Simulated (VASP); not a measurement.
# ZrC (Fm-3m) in VASP: notebook

Runs on ZrC. Level: PBEsol. Tasks: single point, relaxation of cell and atoms.

Program: VASP 6.6.1. These are calculated values, not measurements. Logs are shortened: lines on timing, memory, paths and dates and some standing lists are left out, and cuts for length are marked.

## (1) The structure

Symmetry: Fm-3m, No. 225, cubic system. The conventional cell has a = 4.669 Å, b = 4.669 Å, c = 4.669 Å, α = 90.00°, β = 90.00°, γ = 90.00°. Zr (site symmetry m-3m) is surrounded by 6 C at 2.33 Å. Around C (site symmetry m-3m) lie 6 Zr at 2.33 Å.

## (2) Single point, PBEsol (cell and atoms relaxed tightly for response)

The input, INCAR:

```
ALGO = Fast
EDIFF = 1E-7
ENCUT = 520
GGA = PS
ISIF = 2
ISMEAR = -1
LASPH = T
LCHARG = T
LELF = T
LREAL = F
LVHAR = T
LWAVE = F
NBANDS = 15
NELM = 60
PREC = Accurate
SIGMA = 0.15
```

The input, KPOINTS:

```
k-points
0
Gamma
  16 16 16
```

The input, POSCAR:

```
ZrC
1.0
    0.0000000000      2.3346266106      2.3346266106
    2.3346266106      0.0000000000      2.3346266106
    2.3346266106      2.3346266106      0.0000000000
Zr C
1 1
Direct
    0.5000000000      0.5000000000      0.5000000000
    0.0000000000      0.0000000000      0.0000000000
```

Potentials or basis: VASP PAW PBE potentials, release 64 (Zr_sv, C).

Launch:

```bash
$ cat potpaw_PBE.64/Zr_sv/POTCAR potpaw_PBE.64/C/POTCAR > POTCAR
$ mpirun -np 1 vasp_std > vasp.out
```

OUTCAR:

```text
EDIFF = 1E-7
   ENCUT = 520
   GGA = PS
   ISIF = 2
   ISMEAR = -1
   LASPH = T
   LREAL = F
   NELM = 60
   PREC = Accurate

 ion  position               nearest neighbor table
   1  0.500  0.500  0.500-   2 2.33   2 2.33   2 2.33   2 2.33   2 2.33   2 2.33
   2  0.000  0.000  0.000-   1 2.33   1 2.33   1 2.33   1 2.33   1 2.33   1 2.33

  LATTYP: Found a face centered cubic cell.
 ALAT       =     4.6692532212

  Lattice vectors:

 A1 = (   0.0000000000,   2.3346266106,   2.3346266106)
 A2 = (   2.3346266106,   0.0000000000,   2.3346266106)
 A3 = (   2.3346266106,   2.3346266106,   0.0000000000)

Analysis of symmetry for initial positions (statically):
=====================================================================
 Subroutine PRICEL returns:
 Original cell was already a primitive cell.

 Routine SETGRP: Setting up the symmetry group for a
 face centered cubic supercell.

 Subroutine GETGRP returns: Found 48 space group operations
 (whereof 48 operations were pure point group operations)
 out of a pool of 48 trial point group operations.

The static configuration has the point symmetry O_h .

Analysis of symmetry for dynamics (positions and initial velocities):
=====================================================================
 Subroutine PRICEL returns:
 Original cell was already a primitive cell.

 Routine SETGRP: Setting up the symmetry group for a
 face centered cubic supercell.

 Subroutine GETGRP returns: Found 48 space group operations
 (whereof 48 operations were pure point group operations)
 out of a pool of 48 trial point group operations.

The dynamic configuration has the point symmetry O_h .

 Subroutine INISYM returns: Found 48 space group operations
 (whereof 48 operations are pure point group operations),
 and found     1 'primitive' translations

----------------------------------------------------------------------------------------

                                     Primitive cell

  volume of cell :      25.4497

  direct lattice vectors                    reciprocal lattice vectors
     0.000000000  2.334626611  2.334626611    -0.214167010  0.214167010  0.214167010
     2.334626611  0.000000000  2.334626611     0.214167010 -0.214167010  0.214167010
     2.334626611  2.334626611  0.000000000     0.214167010  0.214167010 -0.214167010

  length of vectors
     3.301660616  3.301660616  3.301660616     0.370948142  0.370948142  0.370948142

  position of ions in fractional coordinates (direct lattice)
     0.500000000  0.500000000  0.500000000
     0.000000000  0.000000000  0.000000000

  ion indices of the primitive-cell ions
   primitive index   ion index
                 1           1
                 2           2

----------------------------------------------------------------------------------------

 KPOINTS: k-points

Automatic generation of k-mesh.
 Grid dimensions read from file:
 generate k-points for:   16   16   16

 Generating k-lattice:

  Cartesian coordinates                     Fractional coordinates (reciprocal lattice)
    -0.013385438  0.013385438  0.013385438     0.062500000  0.000000000  0.000000000
     0.013385438 -0.013385438  0.013385438     0.000000000  0.062500000  0.000000000
     0.013385438  0.013385438 -0.013385438     0.000000000  0.000000000  0.062500000

  Length of vectors
     0.023184259  0.023184259  0.023184259

  Shift w.r.t. Gamma in fractional coordinates (k-lattice)
     0.000000000  0.000000000  0.000000000

 Subroutine IBZKPT returns following result:
 ===========================================

 Found    145 irreducible k-points:

 Following reciprocal coordinates:
            Coordinates               Weight
  0.000000  0.000000  0.000000      1.000000
  0.062500  0.000000  0.000000      8.000000
  0.125000  0.000000  0.000000      8.000000
  0.187500  0.000000  0.000000      8.000000
  0.250000  0.000000  0.000000      8.000000
  0.312500  0.000000  0.000000      8.000000
[... 16 lines left out ...]
 -0.125000  0.062500  0.000000     24.000000
 -0.062500  0.062500  0.000000     12.000000
 [... further k-points ...]
   k-points           NKPTS =    145   k-points in BZ     NKDIM =    145   number of bands    NBANDS=     15
   number of dos      NEDOS =    301   number of ions     NIONS =      2
   total plane-waves  NPLWV =  21952
   dimension x,y,z NGX =    28 NGY =   28 NGZ =   28
   dimension x,y,z NGXF=    56 NGYF=   56 NGZF=   56
   ions per type =               1   1
   NGX,Y,Z   is equivalent  to a cutoff of  14.10, 14.10, 14.10 a.u.
   NGXF,Y,Z  is equivalent  to a cutoff of  28.20, 28.20, 28.20 a.u.
 SYSTEM =  unknown system
   PREC   = accura    normal or accurate (medium, high low for compatibility)
   ISTART =      0    job   : 0-new  1-cont  2-samecut
   ICHARG =      2    charge: 1-file 2-atom 10-const
   ISPIN  =      1    spin polarized calculation?
   LNONCOLLINEAR =      F non collinear calculations
   LSORBIT =      F    spin-orbit coupling
   LASPH  =      T    aspherical Exc in radial PAW
   ENCUT  =  520.0 eV  38.22 Ry    6.18 a.u.   6.14  6.14  6.14*2*pi/ulx,y,z
   NELM   =     60;   NELMIN=  2; NELMDL= -5     # of ELM steps
   EDIFF  = 0.1E-06   stopping-criterion for ELM
   LREAL  =      F    real-space projection
   EDIFFG = 0.1E-05   stopping-criterion for IOM
   NSW    =      0    number of steps for IOM
   IBRION =     -1    ionic relax: 0-MD 1-quasi-New 2-CG
   NFREE  =      0    steps in history (QN), initial steepest desc. (CG)
   ISIF   =      2    stress and relaxation
   ISYM   =      2    0-nonsym 1-usesym 2-fastsym
   POTIM  = 0.5000    time-step for ionic-motion
   TEBEG  =    0.0;   TEEND  =   0.0 temperature during run
   PSTRESS=    0.0 pullay stress
   NELECT =      16.0000    total number of electrons
   NUPDOWN=      -1.0000    fix difference up-down
   EMIN   =  10.00;   EMAX   =-10.00  energy-range for DOS
   EFERMI =   0.00;   METHOD = LEGACY
   ISMEAR =    -1;   SIGMA  =   0.15  broadening in eV -4-tet -1-fermi 0-gaus
   EFERMI_NEDOS =   21; number of points for ismear=-14 and -15
   IALGO  =     68    algorithm
   IMIX   =      4    mixing-type and parameters
     AMIX     =   0.40;   BMIX     =  1.00
     AMIX_MAG =   1.60;   BMIX_MAG =  1.00
  volume/ion in A,a.u.               =      12.72        85.87
  Fermi-wavevector in a.u.,A,eV,Ry     =   1.402450  2.650246 26.760838  1.966866
  Thomas-Fermi vector in A             =   2.525211
   LORBIT       =      0    0 simple, 1 ext, 2 COOP (PROOUT), +10 PAW based schemes
   GGA     = PS    functional components
   LHFCALC =     F    Hartree Fock is set to
   AEXX    =    0.0000 exact exchange contribution
   IVDW    =     0    specifies the selected vdW correction
   LEPSILON=     F    determine dielectric tensor
   LRPA    =     F    only Hartree local field effects (RPA)
 non-spin polarized calculation
 RMM-DIIS sequential band-by-band and
  energy-cutoff  :      520.00
  volume of cell :       25.45
 maximum number of plane-waves:       701
 NGX is ok and might be reduce to    28
   NGX = 13   NGY = 13   NGZ = 13

 number of electron      16.0000000 magnetization

 Free energy of the ion-electron system (eV)
  ---------------------------------------------------
  ext. energy  EPLUGINS =         0.00000000
  ---------------------------------------------------
  free energy    TOTEN  =       -20.58463615 eV

  energy without entropy =      -20.55986066  energy(sigma->0) =      -20.57224841

 E-fermi :   9.7238     XC(G=0): -12.3788

 val. band max:        9.6807208797   @ k =   0.3750   0.3125   0.0000
 cond. band min:       9.7464403759   @ k =   0.4375   0.4375   0.0000
 fundamental gap:      0.0657194962
 Fermi energy:         9.7237908902

 k-point     1 :       0.0000    0.0000    0.0000
  band No.  band energies     occupation
      1     -38.1729      2.00000
      2     -15.9003      2.00000
      3     -15.9003      2.00000
      4     -15.9003      2.00000
      5      -1.6287      2.00000
      6      10.6783      0.00344
      7      10.6783      0.00344
      8      10.6783      0.00344
      9      10.7873      0.00167
     10      10.7873      0.00167
     11      10.7873      0.00167
     12      12.5871      0.00000
     13      12.5871      0.00000
     14      17.2458      0.00000
     15      20.1435      0.00000

 k-point     2 :       0.0625    0.0000    0.0000
  band No.  band energies     occupation
      1     -38.1687      2.00000
      2     -15.9389      2.00000
      3     -15.9036      2.00000
      4     -15.9036      2.00000
      5      -1.5352      2.00000
      6       9.9010      0.46948
      7      10.1126      0.13932
      8      10.1126      0.13932
      9      11.0145      0.00037
     10      11.0145      0.00037
     11      11.3589      0.00004
     12      13.1161      0.00000
     13      13.1161      0.00000
     14      17.4387      0.00000
     15      20.3985      0.00000

 k-point     3 :       0.1250    0.0000    0.0000
  band No.  band energies     occupation
      1     -38.1565      2.00000
      2     -16.0474      2.00000
      3     -15.9130      2.00000
      4     -15.9130      2.00000
      5      -1.2650      2.00000
      6       8.9367      1.98953
      7       9.3160      1.87621
      8       9.3160      1.87621
      9      11.3090      0.00005
     10      11.3090      0.00005
     11      11.7936      0.00000
     12      14.1795      0.00000
     13      14.1795      0.00000
     14      17.9402      0.00000
     15      21.1023      0.00000
[... 343 lines left out ...]
 k-point    23 :      -0.1250    0.0625    0.0000
  band No.  band energies     occupation
      1     -38.1476      2.00000
      2     -16.1100      2.00000
      3     -15.9476      2.00000
      4     -15.9076      2.00000
      5      -1.0694      2.00000
      6       8.4100      1.99969
      7       8.7857      1.99616
      8       9.0819      1.97267
      9      11.1964      0.00011
     10      11.8790      0.00000
     11      12.1595      0.00000
     12      14.0046      0.00000
     13      15.2863      0.00000
     14      18.3151      0.00000
     15      21.5933      0.00000

 k-point    24 :      -0.0625    0.0625    0.0000
  band No.  band energies     occupation
      1     -38.1618      2.00000
      2     -15.9922      2.00000
      3     -15.9245      2.00000
      4     -15.9020      2.00000
      5      -1.3845      2.00000
      6       9.3159      1.87631
      7       9.5324      1.56359
      8       9.6615      1.20467
      9      10.9345      0.00062
     10      11.5855      0.00001
     11      11.6778      0.00000
     12      13.2319      0.00000
     13      14.1087      0.00000
     14      17.7492      0.00000
     15      20.8022      0.00000

 [... further k-points ...]

------------------------ aborting loop because EDIFF is reached ----------------------------------------

  FORCE on cell =-STRESS in cart. coord.  units (eV):
  Direction    XX          YY          ZZ          XY          YZ          ZX
  --------------------------------------------------------------------------------------
  -------------------------------------------------------------------------------------
  Total        0.0607588      0.0607588      0.0607588      0.0000000      0.0000000      0.0000000
  in kB        3.8250561      3.8250561      3.8250561      0.0000000      0.0000000      0.0000000
  external PRESSURE =       3.8250561 kB  Pullay stress =       0.0000000 kB

 VOLUME and BASIS-vectors are now :
 -----------------------------------------------------------------------------
  energy-cutoff  :      520.00
  volume of cell :       25.45
      direct lattice vectors                 reciprocal lattice vectors
     0.000000000  2.334626611  2.334626611    -0.214167010  0.214167010  0.214167010
     2.334626611  0.000000000  2.334626611     0.214167010 -0.214167010  0.214167010
     2.334626611  2.334626611  0.000000000     0.214167010  0.214167010 -0.214167010

 POSITION                                       TOTAL-FORCE (eV/Angst)
 -----------------------------------------------------------------------------------
      2.33463      2.33463      2.33463        -0.000000      0.000000      0.000000
      0.00000      0.00000      0.00000         0.000000     -0.000000     -0.000000
 -----------------------------------------------------------------------------------
    total drift:                                0.000000      0.000000      0.000000

  FREE ENERGIE OF THE ION-ELECTRON SYSTEM (eV)
  ---------------------------------------------------
  free  energy   TOTEN  =       -20.5846361534 eV

  energy  without entropy=      -20.5598606645  energy(sigma->0) =      -20.57224841
```

Wall time 76 s (1 thread of Intel Xeon Platinum 8488C (Sapphire Rapids), shared host); peak memory 0.19 GiB.

Results:

- Free energy: -20.5846 eV
- Pressure: 0.4 GPa
- Band gap on the k mesh: none (metal or under the smearing width)

Levels at points of the mesh, in eV from the Fermi level:
```
           k point  band 5  band 6  band 7  band 8  band 9  band 10  band 11  band 12
(0.00, 0.00, 0.00)  -11.35    0.95    0.95    0.95    1.06     1.06     1.06     2.86
(0.50, 0.00, 0.00)   -8.13   -5.42   -3.01   -3.01    4.61     4.61     5.46     6.56
(0.50, 0.50, 0.00)  -10.19   -2.03   -1.88    0.09    0.09     4.57     5.82     5.82
```

Caveat: the PAW data sets were made with another functional, which shifts forces and pressure a little.

## (3) Relaxation of cell and atoms, PBEsol (cell and atoms relaxed tightly for response)

The input, INCAR:

```
  ALGO = Fast
  EDIFF = 1E-7
  EDIFFG = -0.001
  ENCUT = 600
  GGA = PS
  IBRION = 2
  ISIF = 3
  ISMEAR = -1
  LASPH = True
  LCHARG = False
  LREAL = False
  LWAVE = False
  NELM = 80
  NSW = 80
  PREC = Accurate
  SIGMA = 0.15
```

KPOINTS is that of step 2.

The input, POSCAR:

```
ZrC
1.0
    0.0000000000      2.3345629339      2.3345629339
    2.3345629339      0.0000000000      2.3345629339
    2.3345629339      2.3345629339      0.0000000000
Zr C
1 1
Direct
    0.5000000000      0.5000000000      0.5000000000
    0.0000000000      0.0000000000      0.0000000000
```

Potentials or basis: VASP PAW PBE potentials, release 64 (Zr_sv, C).

Launch:

```bash
$ cat potpaw_PBE.64/Zr_sv/POTCAR potpaw_PBE.64/C/POTCAR > POTCAR
$ mpirun -np 1 vasp_std > vasp.out
```

It took 3.2 min on 1 thread of Intel Xeon Platinum 8488C (Sapphire Rapids), shared host; peak memory 0.2 GiB.

The run converged. Its results:

- Free energy: -20.5856 eV
- Relaxed volume: 12.74 Å³/atom
- Relaxed cell: a = 3.303 Å, b = 3.303 Å, c = 3.303 Å, α = 60.00°, β = 60.00°, γ = 60.00°
- Space group after relaxing (to 0.05 Å): Fm-3m (No. 225)
- Energy gained by relaxing: 0.0 meV/atom
- Ionic steps: 4
- Pressure after relaxing: 0.0 GPa
- Band gap on the k mesh: none (metal or under the smearing width)

Final structure:
```
Zr C
1.0
     0.00000    2.33561    2.33561
     2.33561    0.00000    2.33561
     2.33561    2.33561    0.00000
Zr C
1 1
Direct
  0.50000 0.50000 0.50000
  0.00000 0.00000 0.00000
```

Levels at points of the mesh, in eV from the Fermi level:
```
           k point  band 6  band 7  band 8  band 9  band 10  band 11
(0.00, 0.00, 0.00)    0.95    0.95    0.95    1.06     1.06     1.06
(0.50, 0.00, 0.00)   -5.41   -3.00   -3.00    4.60     4.60     5.45
(0.50, 0.50, 0.00)   -2.03   -1.88    0.09    0.09     4.57     5.81
```

Caveat: the PAW data sets were made with another functional, which shifts forces and pressure a little.

[end of part 1 of 2]
